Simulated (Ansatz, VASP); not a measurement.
**One calculation of NaCl, two programs**

Contents of INCAR:

```
SYSTEM = NaCl
PREC = Accurate ; ENCUT = 520
EDIFF = 1E-6 ; ISMEAR = -1
SIGMA = 0.02 ; LREAL = .FALSE.
LASPH = .TRUE. ; NELM = 100
ALGO = Normal ; ISIF = 2
LWAVE = .FALSE. ; LCHARG = .TRUE.
GGA = PS ; LELF = .TRUE.
LVHAR = .TRUE. ; NBANDS = 14
```

Contents of KPOINTS:

```
regular mesh
0
G
  8 8 8
  0 0 0
```

The input POSCAR:

```
NaCl
1.0
    2.8600000000      0.0000000000      0.0000000000
    0.0000000000      2.8600000000      0.0000000000
    0.0000000000      0.0000000000      2.8886000000
Na Cl
1 1
Direct
    0.0000000000      0.0000000000      0.0000000000
    0.5000000000      0.5000000000      0.5000000000
```

Input for Ansatz:

```yaml
crystal:
  lattice:
    - [2.86, 0.0, 0.0]
    - [0.0, 2.86, 0.0]
    - [0.0, 0.0, 2.8886]
  atoms:
    - { symbol: Na, position: [0.0, 0.0, 0.0] }
    - { symbol: Cl, position: [0.5, 0.5, 0.5] }
kpoints:
  mp_grid: { grid: [8, 8, 8] }
  band_path:
    path:
      - [0.0, 0.0, 0.0]
      - [0.0, 0.5, 0.0]
      - [0.5, 0.5, 0.0]
      - [0.0, 0.0, 0.0]
      - [0.0, 0.0, 0.5]
      - [0.0, 0.5, 0.5]
      - [0.5, 0.5, 0.5]
      - [0.0, 0.0, 0.5]
      - [0.0, 0.5, 0.0]
    npoints: 5
scf:
  occupations: { method: fermi_dirac, width: 0.02 }
hamiltonian:
  xc: pbesol
  pseudopotentials: { kind: all_electron, lapw: { basis_error: 0.00025 } }
output:
  forces: true
  stress: true
  eigenvalues: true
```

Change from the starting cell: zz strain of +1 %.

Alike in both runs: task single point; functional PBEsol; k mesh 8 × 8 × 8; occupations fermi-dirac, width 0.02 eV; no spin polarisation.

|  | VASP | Ansatz |
| --- | --- | --- |
| version | VASP 6.6.1 | Ansatz 0.2.0 |
| potentials or method | VASP PAW PBE potentials, release 64 (Na_pv, Cl) | all-electron LAPW, scalar-relativistic |
| plane-wave cutoff (eV) | 520 | see its input |

|  | VASP | Ansatz | Ansatz less VASP |
| --- | --- | --- | --- |
| gap on the k mesh at the Fermi level (eV) | 4.20 | 4.15 | -0.051 |
| pressure (GPa) | 57.7 | 57.1 | -0.61 |
| largest component of the traceless stress (GPa) | 1.64 | 1.65 | +0.007 |

Ansatz ran all-electron here, so the differences hold the error of VASP's frozen core and of both bases.

Caveats: so large a pressure means that the cell lies far from this level's equilibrium, or that cutoff or potentials fall short (VASP); the potentials were made for another functional, which shifts forces and pressure (VASP). A k mesh can miss the band edges.
